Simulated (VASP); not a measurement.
# As in VASP: density of states with PBE+D3(BJ)

Aim: the density of states of As with PBE+D3(BJ).

Program: VASP 6.6.1. These are calculated values, not measurements. Logs are shortened: lines on timing, memory, paths and dates and some standing lists are left out, and cuts for length are marked.

## Step 1: The slab as given

The cell holds a slab with vacuum, 2 atoms: a = 3.572 Å, b = 3.572 Å, c = 28.574 Å, α = 90.00°, β = 90.00°, γ = 120.00°.

The slab is cut from a database's or a generator's crystal, which needn't be the stable form of the element.

## Step 2: Density of states, PBE+D3(BJ)

POSCAR reads:

```
As
1.0
    3.5716242608      0.0000000000      0.0000000000
   -1.7858121304      3.0931173426      0.0000000000
    0.0000000000      0.0000000000     28.5742413760
As
2
Direct
    0.3333333333      0.6666666667      0.4755450732
    0.6666666667      0.3333333333      0.5244549268
```

INCAR.step1 reads:

```
PREC = Accurate ; ENCUT = 520
EDIFF = 1E-6 ; ISMEAR = 0
SIGMA = 0.02 ; LREAL = False
LASPH = True ; NELM = 100
ALGO = Normal ; ISIF = 2
LWAVE = False ; LCHARG = True
LDIPOL = True ; IDIPOL = 3
DIPOL = 0.5 0.5 0.500 ; GGA = PE
IVDW = 12 ; NBANDS = 12
```

KPOINTS.step1 reads:

```
regular mesh
0
Gamma
  9 9 1
```

INCAR.step2 reads:

```
PREC = Accurate ; ENCUT = 520
EDIFF = 1E-6 ; ISMEAR = -5
SIGMA = 0.02 ; LREAL = False
LASPH = True ; NELM = 100
ALGO = Normal ; ISIF = 2
LWAVE = False ; LCHARG = False
LDIPOL = True ; IDIPOL = 3
DIPOL = 0.5 0.5 0.500 ; GGA = PE
IVDW = 12 ; LORBIT = 11
NBANDS = 12 ; NEDOS = 1001
ICHARG = 11
```

KPOINTS.step2 reads:

```
regular mesh
0
Gamma
  14 14 1
```

Potentials or basis: VASP PAW PBE potentials, release 64 (As).

Launch:

```console
$ cat potpaw_PBE.64/As/POTCAR > POTCAR
$ cp INCAR.step1 INCAR
$ cp KPOINTS.step1 KPOINTS
$ mpirun -np 1 vasp_std > vasp.out
$ cp INCAR.step2 INCAR
$ cp KPOINTS.step2 KPOINTS
$ mpirun -np 1 vasp_std > vasp.out
```

OUTCAR:

```text
PREC = Accurate
   ENCUT = 520
   EDIFF = 1E-6
   ISMEAR = -5
   LREAL = False
   LASPH = True
   NELM = 100
   ISIF = 2
   GGA = PE
   IVDW = 12
   LORBIT = 11
   ICHARG = 11
 IVDW          = 12

 ion  position               nearest neighbor table
   1  0.333  0.667  0.476-   2 2.49   2 2.49   2 2.49
   2  0.667  0.333  0.524-   1 2.49   1 2.49   1 2.49

  LATTYP: Found a hexagonal cell.
 ALAT       =     3.5716242608
 C/A-ratio  =     8.0003492220

  Lattice vectors:

 A1 = (   3.5716242608,   0.0000000000,   0.0000000000)
 A2 = (  -1.7858121304,   3.0931173426,   0.0000000000)
 A3 = (   0.0000000000,   0.0000000000,  28.5742413760)

Analysis of symmetry for initial positions (statically):
=====================================================================
 Subroutine PRICEL returns:
 Original cell was already a primitive cell.

 Routine SETGRP: Setting up the symmetry group for a
 hexagonal supercell.

 Subroutine GETGRP returns: Found 12 space group operations
 (whereof 12 operations were pure point group operations)
 out of a pool of 24 trial point group operations.

The static configuration has the point symmetry D_3d.

Analysis of symmetry for dynamics (positions and initial velocities):
=====================================================================
 Subroutine PRICEL returns:
 Original cell was already a primitive cell.

 Routine SETGRP: Setting up the symmetry group for a
 hexagonal supercell.

 Subroutine GETGRP returns: Found 12 space group operations
 (whereof 12 operations were pure point group operations)
 out of a pool of 24 trial point group operations.

The dynamic configuration has the point symmetry D_3d.

 Subroutine INISYM returns: Found 12 space group operations
 (whereof 12 operations are pure point group operations),
 and found     1 'primitive' translations

----------------------------------------------------------------------------------------

                                     Primitive cell

  volume of cell :     315.6726

  direct lattice vectors                    reciprocal lattice vectors
     3.571624261  0.000000000  0.000000000     0.279984659  0.161649218  0.000000000
    -1.785812130  3.093117343  0.000000000     0.000000000  0.323298436  0.000000000
     0.000000000  0.000000000 28.574241376     0.000000000  0.000000000  0.034996555

  length of vectors
     3.571624261  3.571624261 28.574241376     0.323298436  0.323298436  0.034996555

[... 103 lines left out ...]
  Fermi-wavevector in a.u.,A,eV,Ry     =   0.517999  0.978877  3.650760  0.268323
  Thomas-Fermi vector in A             =   1.534682
   LORBIT       =     11    0 simple, 1 ext, 2 COOP (PROOUT), +10 PAW based schemes
   GGA     = PE    functional components
   LHFCALC =     F    Hartree Fock is set to
   AEXX    =    0.0000 exact exchange contribution
   IVDW    =    12    specifies the selected vdW correction
   LEPSILON=     F    determine dielectric tensor
   LRPA    =     F    only Hartree local field effects (RPA)
 non-spin polarized calculation
 Fermi weights with tetrahedron method with Bloechl corrections
  energy-cutoff  :      520.00
  volume of cell :      315.67
 maximum number of plane-waves:      8603
 NGX is ok and might be reduce to    28

 number of electron      10.0000001 magnetization

 dipolmoment           0.000000      0.000000     -0.000000 electrons x Angstroem

 Free energy of the ion-electron system (eV)
  ---------------------------------------------------
  ext. energy  EPLUGINS =         0.00000000
  ---------------------------------------------------
  free energy    TOTEN  =        -9.32818063 eV

  energy without entropy =       -9.32818063  energy(sigma->0) =       -9.32818063

 E-fermi :  -3.9280     XC(G=0):  -1.8504

 val. band max:       -3.9466740641   @ k =   0.0000   0.0000   0.0000
 cond. band min:      -2.3813374806   @ k =   0.2857   0.0000   0.0000
 fundamental gap:      1.5653365836
 Fermi energy:        -3.9279925966

 k-point     1 :       0.0000    0.0000    0.0000
  band No.  band energies     occupation
      1     -17.6263      2.00000
      2     -11.2248      2.00000
      3      -4.6356      2.00000
      4      -3.9467      2.00000
      5      -3.9467      2.00000
      6      -1.9142      0.00000
      7      -0.4300      0.00000
      8      -0.4300      0.00000
      9       0.8134      0.00000
     10       1.0741      0.00000
     11       1.4595      0.00000
     12       1.7170      0.00000
[... 331 lines left out ...]
 k-point    24 :       0.3571    0.2857    0.0000
  band No.  band energies     occupation
      1     -14.2750      2.00000
      2     -13.6973      2.00000
      3      -8.4018      2.00000
      4      -6.2500      2.00000
      5      -5.8263      2.00000
      6      -1.9899      0.00000
      7       0.4229      0.00000
      8       0.6611      0.00000
      9       4.1801      0.00000
     10       4.3571      0.00000
     11       5.2474      0.00000
     12       5.4109      0.00000

------------------------ aborting loop because EDIFF is reached ----------------------------------------

 vacuum level on the upper side and lower side of the slab       (xc-potential included)        -0.007        -0.007

 Edisp (eV)   -0.42353

 E8    (eV) :    -0.1922

  FORCE on cell =-STRESS in cart. coord.  units (eV):
  Direction    XX          YY          ZZ          XY          YZ          ZX
  --------------------------------------------------------------------------------------
  -------------------------------------------------------------------------------------
  Total       0.06220     0.06220     0.12163     0.00000     0.00000     0.00000
  in kB       0.31569     0.31569     0.61731     0.00000     0.00000     0.00000
  external pressure =        0.42 kB  Pullay stress =        0.00 kB

 VOLUME and BASIS-vectors are now :
 -----------------------------------------------------------------------------
  energy-cutoff  :      520.00
  volume of cell :      315.67
      direct lattice vectors                 reciprocal lattice vectors
     3.571624261  0.000000000  0.000000000     0.279984659  0.161649218  0.000000000
    -1.785812130  3.093117343  0.000000000     0.000000000  0.323298436  0.000000000
     0.000000000  0.000000000 28.574241376     0.000000000  0.000000000  0.034996555

 POSITION                                       TOTAL-FORCE (eV/Angst)
 -----------------------------------------------------------------------------------
     -0.00000      2.06208     13.58834         0.000000      0.000000     -0.098122
      1.78581      1.03104     14.98590        -0.000000     -0.000000      0.098122
 -----------------------------------------------------------------------------------
    total drift:                                0.000000      0.000000     -0.000000

  FREE ENERGIE OF THE ION-ELECTRON SYSTEM (eV)
  ---------------------------------------------------
  free  energy   TOTEN  =        -9.7517068321 eV

  energy  without entropy=       -9.7517068321  energy(sigma->0) =       -9.75170683

 vacuum level on the upper side and lower side of the slab         1.332         1.332

 total charge

# of ion       s       p       d       tot
------------------------------------------
    1        1.294   1.380   0.043   2.718
    2        1.294   1.380   0.043   2.718
--------------------------------------------------
tot          2.588   2.760   0.087   5.435
```

OSZICAR.step1:

```text
N       E                     dE             d eps       ncg     rms          rms(c)
DAV:   1     0.632475648950E+02    0.63248E+02   -0.27843E+03   288   0.528E+02
DAV:   2    -0.302517557295E+01   -0.66273E+02   -0.58665E+02   476   0.865E+01
DAV:   3    -0.932478146329E+01   -0.62996E+01   -0.62884E+01   432   0.367E+01
[... 11 lines left out ...]
DAV:  15    -0.932620849496E+01   -0.11492E-04   -0.18544E-07   388   0.132E-03    0.422E-04
DAV:  16    -0.932621761828E+01   -0.91233E-05   -0.56118E-07   384   0.170E-03    0.270E-04
DAV:  17    -0.932622230362E+01   -0.46853E-05   -0.14014E-07   356   0.762E-04    0.303E-04
DAV:  18    -0.932622396683E+01   -0.16632E-05   -0.31771E-08   296   0.378E-04    0.151E-04
DAV:  19    -0.932622491723E+01   -0.95040E-06   -0.18585E-08   312   0.301E-04
   1 F= -.97497511E+01 E0= -.97497511E+01  d E =-.661542E-18
```

Wall time 99 s (1 thread of Intel Xeon 6975P-C (Granite Rapids), shared host); peak memory 0.41 GiB.

Results:

```yaml
Valence_electrons_inside_the_program's_atomic_spheres: As 2.72
Dispersion_energy_per_atom: -0.212 eV
```

States per cell in windows of 1 eV (zero at the valence-band top; states under -8 eV left out):
| from (eV) | total | As1_p | As2_p | As1_s | As2_s | As1_d | As2_d |
| --- | --- | --- | --- | --- | --- | --- | --- |
| -8.0 | 0.64 | 0.01 | 0.01 | 0.20 | 0.20 | 0.00 | 0.00 |
| -7.0 | 0.00 | 0.00 | 0.00 | 0.00 | 0.00 | 0.00 | 0.00 |
| -6.0 | 0.00 | 0.00 | 0.00 | 0.00 | 0.00 | 0.00 | 0.00 |
| -5.0 | 0.23 | 0.04 | 0.04 | 0.00 | 0.00 | 0.00 | 0.00 |
| -4.0 | 1.47 | 0.28 | 0.28 | 0.04 | 0.04 | 0.01 | 0.01 |
| -3.0 | 1.34 | 0.29 | 0.29 | 0.02 | 0.02 | 0.01 | 0.01 |
| -2.0 | 1.55 | 0.35 | 0.35 | 0.04 | 0.04 | 0.01 | 0.01 |
| -1.0 | 1.60 | 0.36 | 0.36 | 0.03 | 0.03 | 0.01 | 0.01 |
| 0.0 | 0.00 | 0.00 | 0.00 | 0.00 | 0.00 | 0.00 | 0.00 |
| 1.0 | 0.42 | 0.06 | 0.06 | 0.01 | 0.01 | 0.01 | 0.01 |
| 2.0 | 1.58 | 0.27 | 0.27 | 0.04 | 0.04 | 0.03 | 0.03 |
| 3.0 | 1.84 | 0.35 | 0.35 | 0.03 | 0.03 | 0.04 | 0.04 |
| 4.0 | 2.30 | 0.47 | 0.47 | 0.04 | 0.04 | 0.04 | 0.04 |
| 5.0 | 1.48 | 0.03 | 0.03 | 0.00 | 0.00 | 0.01 | 0.01 |
| 6.0 | 2.55 | 0.06 | 0.06 | 0.00 | 0.00 | 0.05 | 0.05 |
| 7.0 | 1.92 | 0.03 | 0.03 | 0.00 | 0.00 | 0.03 | 0.03 |
